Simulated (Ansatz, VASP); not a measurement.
# Cross-check of GaHN (zigzag GaN ribbon N=2 H edges) between VASP and Ansatz

Wanted: the spread between two codes on one cell, functional and k mesh. Of the first pair: The structure shown is the start of the Ansatz relaxation below; VASP solves that cell, so the two are compared at the walk's first step.

Calculated with Ansatz 0.2.0; plane waves, with VASP 6.6.1 beside it; single point at PBE.

**1. Set-up**

The cell holds 6 atoms: 2 H, 2 Ga and 2 N. Its edges and angles: a = 13.250 Å, b = 7.000 Å, c = 3.204 Å, α = 90.0°, β = 90.0°, γ = 90.0°. Vacuum lies along a and b. The structure's axis is c.

Structure file:

```
H Ga N
1.0
    13.25000    0.00000    0.00000
     0.00000    7.00000    0.00000
     0.00000    0.00000    3.20429
H Ga N
2 2 2
Direct
  0.26415 0.50000 0.00000
  0.73585 0.50000 0.00000
  0.37962 0.50000 0.00000
  0.58906 0.50000 0.50000
  0.65887 0.50000 0.00000
  0.44943 0.50000 0.50000
```

**2. Ansatz: relaxation, PBE**

Ansatz runs on its default PAW (the set named soft_2) files.

The two programs are compared at the cell with which this relaxation starts, whose forces are those of its first step.

input.yaml reads:

```yaml
crystal:
  lattice:
    - [13.25, 0.0, 0.0]
    - [0.0, 7.0, 0.0]
    - [0.0, 0.0, 3.204293994]
  atoms:
    - { symbol: H, position: [0.264150943, 0.5, 0.0] }
    - { symbol: Ga, position: [0.379622642, 0.5, 0.0], spin: 0.5 }
    - { symbol: "N", position: [0.658867925, 0.5, 0.0], spin: -0.5 }
    - { symbol: H, position: [0.735849057, 0.5, 0.0] }
    - { symbol: "N", position: [0.449433962, 0.5, 0.5] }
    - { symbol: Ga, position: [0.589056604, 0.5, 0.5] }
magnetization:
  spin_polarized: true
kpoints:
  mp_grid: { grid: [1, 1, 25] }
scf:
  occupations: { method: fermi_dirac, width: 0.05 }
hamiltonian:
  xc: pbe
relax:
  cell: { fix: [a, b, alpha, beta, gamma] }
  max_steps: 60
```

Launch:

```
> ansatz run input.yaml --threads 8 --pin off --max-ram 16384MiB --backend cpu --events-out ev --progress --plain --runs-dir out
```

Numbers of over 12 decimals in the logs are rounded to 6 here.

Log:

```text
Engine: ansatz 0.2.0, x86_64-unknown-linux-gnu
Pseudopotentials: kind: paw
Pseudopotential: H, paw, valence charge 1, recommended cutoff 420 eV (normal), H.paw.azcp
Pseudopotential: Ga, paw, valence charge 13, recommended cutoff 420 eV (normal), Ga.paw.azcp
Pseudopotential: N, paw, valence charge 5, recommended cutoff 420 eV (normal), N.paw.azcp
Functional definition: PBE
  parameter kappa = 0.804
  parameter beta = 0.066725
  exchange = pbe_x(kappa = kappa, mu = beta*pi^2/3)
  correlation = pbe_c(beta = beta)
Crystal: 6 atoms, lattice volume = 297.198 Å³
Basis set: ecut = 420 eV, 5817 PW (Γ), exchange–correlation on 180×96×48 points (8 copies of the dense FFT grid, shifted against one another)
Bands: 26, of which v1, the nominal top of the filled ones, is band 19 counted from 1 (18 counted from 0)
Symmetry: 4 space group operations
Space group: Pmm2 (ITA 25), of the structure as read, at distance tolerance 6.7e-5 Å
Magnetic group: BNS 25.57 (UNI 155), of the structure as read, at distance tolerance 6.7e-5 Å
k-points: 13 of 25
Non-local potential: H, projectors of the file, l = 0: 2, l = 1: 1
Non-local potential: Ga, projectors of the file, l = 0: 2, l = 1: 2, l = 2: 3, l = 3: 1
Non-local potential: N, projectors of the file, l = 0: 2, l = 1: 2, l = 2: 1
PAW form: soft (Blöchl's): semilocal exchange-correlation on the pseudo side does not see the compensation charge
PAW one-centre angular grid: H, 110 points (default); XC on 64 Gauss nodes
PAW one-centre angular grid: Ga, 590 points (default); XC on 64 Gauss nodes
PAW one-centre angular grid: N, 110 points (default); XC on 64 Gauss nodes
Initial density: superposition of atomic densities (neutral atoms: chi_scale 0, normalization atom)
Starting moments: Σ|m| = 1 μB on 2 of 6 sites
Starting magnetic order: compensated ferrimagnet; no operation exchanges its spin sublattices
Initial wavefunctions: pseudopotential atomic-orbital guess
Functional: x = pbe(κ = 0.804, μ = 0.219515), c = pbe(β = 0.066725)
SCF iter   1: F=—  HF=-8372.306816 eV  |F-HF|=—  |Δ(HF+E_count)|=         —  Δρ=4.36e-2 (↑4.36e-2 ↓3.75e-2)  dr2=2.22e1  dr2_m=6.06e-1  M=0.000 μB ∫|m|=0.130 μB  β_m=0.30  ethr=3.10e-3  ⟨swp⟩=7.5  Hψ=3585  notcnv=0
preconditioner: auto → Resta (q_TF=auto, 1.936 Å⁻¹)  ε∞=1.7  [insulator: Δε(μ)=5.245 eV  Ē_g=15.964 eV  σ=0.050 eV  W_gap=1.00  n_scr=28 (ndim 8)  ℏωp=13.3 eV  f_vac=0.622  D(μ)=0.00/eV (n_scr^D=0)  ε∞_Penn≈1.7  vacuum switching on, ρ_ref=1.8e-2 e/Å³]
spin=Collinear: Resta preconditioning applied to the charge; magnetization (m = ρ↑ − ρ↓) channel mixes plain (no charge-response kernel on spin).
SCF iter   2: F=—  HF=-8366.581913 eV  |F-HF|=—  |Δ(HF+E_count)|=    5.72e0  Δρ=1.70e-2 (↑1.70e-2 ↓1.65e-2)  dr2=2.20e0  dr2_m=3.04e-1  M=0.000 μB ∫|m|=0.117 μB  β_m=0.30  ethr=3.10e-3  ⟨swp⟩=3.3  Hψ=1828  notcnv=0  defer=35
SCF iter   3: F=—  HF=-8366.110389 eV  |F-HF|=—  |Δ(HF+E_count)|=   4.72e-1  Δρ=1.21e-2 (↑1.02e-2 ↓1.21e-2)  dr2=5.03e-1  dr2_m=1.54e-1  M=-0.000 μB ∫|m|=0.097 μB  β_m=0.30  ethr=3.10e-3  ⟨swp⟩=2.4  Hψ=1187  notcnv=0  defer=36
SCF iter   4: F=—  HF=-8366.002466 eV  |F-HF|=—  |Δ(HF+E_count)|=   1.08e-1  Δρ=5.66e-3 (↑5.66e-3 ↓5.61e-3)  dr2=4.25e-2  dr2_m=7.82e-2  M=-0.000 μB ∫|m|=0.077 μB  β_m=0.30  ethr=1.32e-3  ⟨swp⟩=2.8  Hψ=1012  notcnv=0  defer=34
SCF iter   5: F=—  HF=-8366.004033 eV  |F-HF|=—  |Δ(HF+E_count)|=   1.57e-3  Δρ=4.06e-3 (↑3.79e-3 ↓4.06e-3)  dr2=5.62e-3  dr2_m=4.01e-2  M=-0.000 μB ∫|m|=0.062 μB  β_m=0.30  ethr=1.12e-4  ⟨swp⟩=2.8  Hψ=1293  notcnv=0  defer=36
SCF iter   6: F=—  HF=-8366.008118 eV  |F-HF|=—  |Δ(HF+E_count)|=   4.08e-3  Δρ=2.77e-3 (↑2.77e-3 ↓2.77e-3)  dr2=7.08e-4  dr2_m=2.07e-2  M=-0.000 μB ∫|m|=0.050 μB  β_m=0.30  ethr=1.48e-5  ⟨swp⟩=2.3  Hψ=1197  notcnv=0  defer=36
Mixer restart at iter 6: flushing history
spin-set hold released at iteration 6 (site moments contracting): the magnetisation degrees of freedom join the quasi-Newton model from the next iteration; the mixer history was flushed
SCF iter   7: F=—  HF=-8366.010333 eV  |F-HF|=—  |Δ(HF+E_count)|=   2.21e-3  Δρ=2.03e-3 (↑1.98e-3 ↓2.03e-3)  dr2=2.32e-4  dr2_m=1.08e-2  M=-0.000 μB ∫|m|=0.040 μB  β_m=0.65  ethr=1.86e-6  ⟨swp⟩=2.0  Hψ=954  notcnv=0  defer=36
SCF iter   8: F=—  HF=-8366.013486 eV  |F-HF|=—  |Δ(HF+E_count)|=   3.15e-3  Δρ=3.93e-4 (↑3.93e-4 ↓1.80e-4)  dr2=8.31e-4  dr2_m=8.53e-5  M=-0.000 μB ∫|m|=0.009 μB  β_m=0.54  ethr=6.11e-7  ⟨swp⟩=3.0  Hψ=1272  notcnv=0  defer=36
SCF iter   9: F=—  HF=-8366.013316 eV  |F-HF|=—  |Δ(HF+E_count)|=   1.70e-4  Δρ=1.49e-4 (↑1.33e-4 ↓1.49e-4)  dr2=9.88e-6  dr2_m=5.23e-5  M=-0.000 μB ∫|m|=0.007 μB  β_m=0.77  ethr=6.11e-7  ⟨swp⟩=2.2  Hψ=1143  notcnv=0  defer=36
[...]
Crystal: 6 atoms, lattice volume = 298.444 Å³
[...]
preconditioner: auto → Resta (q_TF=auto, 1.935 Å⁻¹)  ε∞=1.8  [insulator: Δε(μ)=3.055 eV  Ē_g=15.040 eV  σ=0.050 eV  W_gap=1.00  n_scr=28 (ndim 8)  ℏωp=13.3 eV  f_vac=0.684  D(μ)=0.00/eV (n_scr^D=0)  ε∞_Penn≈1.8  vacuum switching on, ρ_ref=1.6e-2 e/Å³]
spin=Collinear: Resta preconditioning applied to the charge; magnetization (m = ρ↑ − ρ↓) channel mixes plain (no charge-response kernel on spin).
[...]
Initial wavefunctions: pseudopotential atomic-orbital guess (no wavefunctions were taken with the density)
iter 1 solved again at ethr=2.53e-7 eV; its pass at ethr=3.10e-3 eV (dr2=9.63e-5 eV) is discarded
SCF iter   1: F=—  HF=-8366.037261 eV  |F-HF|=—  |Δ(HF+E_count)|=         —  Δρ=4.34e-5 (↑4.34e-5 ↓4.34e-5)  dr2=5.74e-7  dr2_m=5.58e-12  M=0.000 μB ∫|m|=0.000 μB  β_m=0.30  ethr=2.53e-7  ⟨swp⟩=3.0  Hψ=5188  notcnv=0
preconditioner: auto → Resta (q_TF=auto, 1.935 Å⁻¹)  ε∞=1.8  [insulator: Δε(μ)=3.059 eV  Ē_g=15.043 eV  σ=0.050 eV  W_gap=1.00  n_scr=28 (ndim 8)  ℏωp=13.3 eV  f_vac=0.684  D(μ)=0.00/eV (n_scr^D=0)  ε∞_Penn≈1.8  vacuum switching on, ρ_ref=1.6e-2 e/Å³]
spin=Collinear: Resta preconditioning applied to the charge; magnetization (m = ρ↑ − ρ↓) channel mixes plain (no charge-response kernel on spin).
SCF iter   2: F=—  HF=-8366.038345 eV  |F-HF|=—  |Δ(HF+E_count)|=   1.08e-3  Δρ=3.04e-5 (↑3.04e-5 ↓3.04e-5)  dr2=2.57e-7  dr2_m=3.20e-12  M=0.000 μB ∫|m|=0.000 μB  β_m=0.55  ethr=1.51e-9  ⟨swp⟩=2.0  Hψ=1140  notcnv=0
SCF iter   3: F=—  HF=-8366.039668 eV  |F-HF|=—  |Δ(HF+E_count)|=   1.32e-3  Δρ=6.50e-6 (↑6.50e-6 ↓6.49e-6)  dr2=5.24e-8  dr2_m=4.31e-13  M=0.000 μB ∫|m|=0.000 μB  β_m=0.50  ethr=6.76e-10  ⟨swp⟩=3.0  Hψ=1376  notcnv=0
SCF iter   4: F=—  HF=-8366.039773 eV  |F-HF|=—  |Δ(HF+E_count)|=   1.05e-4  Δρ=9.12e-7 (↑9.12e-7 ↓9.12e-7)  dr2=6.46e-9  dr2_m=1.08e-13  M=0.000 μB ∫|m|=0.000 μB  β_m=0.68  ethr=1.38e-10  ⟨swp⟩=3.8  Hψ=1362  notcnv=0
SCF iter   5: F=—  HF=-8366.039776 eV  |F-HF|=—  |Δ(HF+E_count)|=   3.02e-6  Δρ=5.10e-7 (↑5.10e-7 ↓5.08e-7)  dr2=2.51e-9  dr2_m=2.72e-14  M=0.000 μB ∫|m|=0.000 μB  β_m=0.67  ethr=1.70e-11  ⟨swp⟩=2.6  Hψ=928  notcnv=0
SCF iter   6: F=—  HF=-8366.039770 eV  |F-HF|=—  |Δ(HF+E_count)|=   5.54e-6  Δρ=1.62e-7 (↑1.62e-7 ↓1.62e-7)  dr2=3.91e-10  dr2_m=4.84e-15  M=0.000 μB ∫|m|=0.000 μB  β_m=0.63  ethr=6.60e-12  ⟨swp⟩=3.0  Hψ=1350  notcnv=0
SCF iter   7: F=-8366.039771 eV  HF=-8366.039771 eV  |F-HF|=7.77e-10  |Δ(HF+E_count)|=   5.59e-8  Δρ=5.59e-8 (↑5.55e-8 ↓5.59e-8)  dr2=5.09e-11  dr2_m=2.97e-15  M=0.000 μB ∫|m|=0.000 μB  ethr=1.00e-12  ⟨swp⟩=3.1  Hψ=2626  notcnv=0
the starting moments were not kept: the SCF closed with an absolute magnetisation of 6.1e-8 μB, where they sum to 1 μB in size (2 sites). That is at most 0.1 of that sum. Measured as dr2_m measures the in/out step, that magnetisation stands 6.5e-16 eV from none, at or under the dr2_threshold of 6.0e-11 eV: it is no larger than a step whose dr2_m would equal this threshold.
SCF 5 converged in 7 iterations: F = -8366.039771 eV  dr2 = 5.09e-11
relax step   5: F+E_penalty+E_count = -8366.03977050 eV  Δ(F+E_penalty+E_count) = -7.156e-4 eV  max|allowed force component| = 4.035e-3 eV/Å  Δτ_max = 0.0000 Å  P = +0.049 GPa  Ω = 298.444 Å³  fix = [a, b, alpha, beta, gamma]  reactions: a -0.004, b +0.151 GPa  stress off target by 9.28e-4 GPa on what of the cell is left free  SCF on the basis re-selected at this cell (its energy is not comparable with the rows above)  (7 SCF iters)
basis re-selected at this cell: Δ(F+E_penalty+E_count) = -7.156e-4 eV, ΔP = +0.003 GPa vs the last step (what re-selecting the basis moved, of the pressure what is left beyond the Pulay correction that the steps carried, after the strain that the cell walked since its last selection, with what the two solves' SCF thresholds leave and, on support functions, any second-order correction that the steps lacked; it is no m [...]
SCF converged after 7 iterations
Magnetization: 0.0000 μB (19.0000 up, 19.0000 down)
Absolute magnetization: 0.0000 μB (∫|ρ↑−ρ↓|, with the PAW one-centre terms)
Spin contamination: 0.0000 ħ² per cell (⟨S²⟩ above its minimum at these occupations)
Per-site moments (μB) at R_I (Å): [(1.003766563994103e-8, 0.642043), (2.405150620218814e-10, 0.642043), (3.278843978137173e-9, 0.419541), (-1.2329032427198198e-9, 0.419541), (-7.345340241405769e-9, 0.765573), (-3.6594803752862444e-10, 0.754872)]
Free energy (F): -8366.039771 eV
Harris-Foulkes:  -8366.039771 eV  (|F-HF|=7.77e-10)
Internal energy: -8366.039771 eV  (E = F + TS)
E sigma→0 (E₀):  -8366.039771 eV
Fermi energy:    -1.476580 eV
--- Per-component energies (eV) ---
  E_band       = -473.111301
  E_kinetic    = 516.794800
  E_local      = -12278.927665  (includes V_loc(G=0)·N_el)
  E_nonlocal   = 947.255116
  E_hartree    = 5747.879661
  E_xc         = -273.023266
  E_vxc        = -287.415204  (∫ρ·V_xc dr)
  E_paw        = -4236.318355  (= ΣΔE_a)
  E_vpaw       = -866.574809  (= ΣTr[D̂ρ^β])
  E_aug_tail   = -0.002597  (compensation charges beyond the density's cutoff)
  E_ewald      = 1210.302535
  E_smearing   = -0.000000  (= −TS)
  E_closure    = 0.000000  (closes the sum)
  Σ components = -8366.039771   (vs F -8366.039771, Δ=0.00e0)
--- Forces (eV/Å), atoms counted from 1 ---
  atom   1  H      0.00039981    -0.00000000     0.00000000
  atom   2  Ga     0.00008571    -0.00000000     0.00000000
  atom   3  N     -0.00296531     0.00000000     0.00000000
  atom   4  H      0.00314000    -0.00000000     0.00000000
  atom   5  N     -0.00403388     0.00000000     0.00000000
  atom   6  Ga     0.00337757    -0.00000000     0.00000000
  max |Σ_I F_I| component: 3.90e-6 eV/Å
--- Stress (GPa, compression-positive) ---
       -0.003992      -0.000000       0.000000
       -0.000000       0.151295       0.000000
        0.000000       0.000000       0.000928
  P = ⅓ Tr σ = 0.0494 GPa (0.494 kbar)
--- Relaxed structure (4 steps of the walk, 4 accepted, 1 SCFs on fresh bases) ---
  F+E_penalty+E_count = -8366.03977050 eV   max|allowed force component| = 4.035e-3 eV/Å   (the final SCF, on the basis selected at the relaxed cell)
  cell:  # Å, volume = 298.4443 Å³
    - [13.25, 0.0, 0.0]
    - [0.0, 7.0, 0.0]
    - [0.0, 0.0, 3.217729]
  atoms:
    - { symbol: H, position: [0.263022, 0.500000, 0.0] }
    - { symbol: Ga, position: [0.380492, 0.500000, 0.0] }
    - { symbol: N, position: [0.657101, 0.500000, 0.0] }
    - { symbol: H, position: [0.733861, 0.500000, 0.0] }
    - { symbol: N, position: [0.451217, 0.500000, 0.5] }
    - { symbol: Ga, position: [0.591288, 0.500000, 0.5] }
```

(Part 1 of 2 ends here.)

[Lines on the potential files, build, host, timing and source positions are cut from VASP's logs without a mark.]

[Logs are printed without paths, hosts, clocks, repeated set-up lines and the standing remarks that a program may print on its own settings, such as how far it seeks lower states.]

[Hosts, paths, dates, database ids (printed as entryN), source tags and the programs' standing remarks are cut or masked in the printed files.]
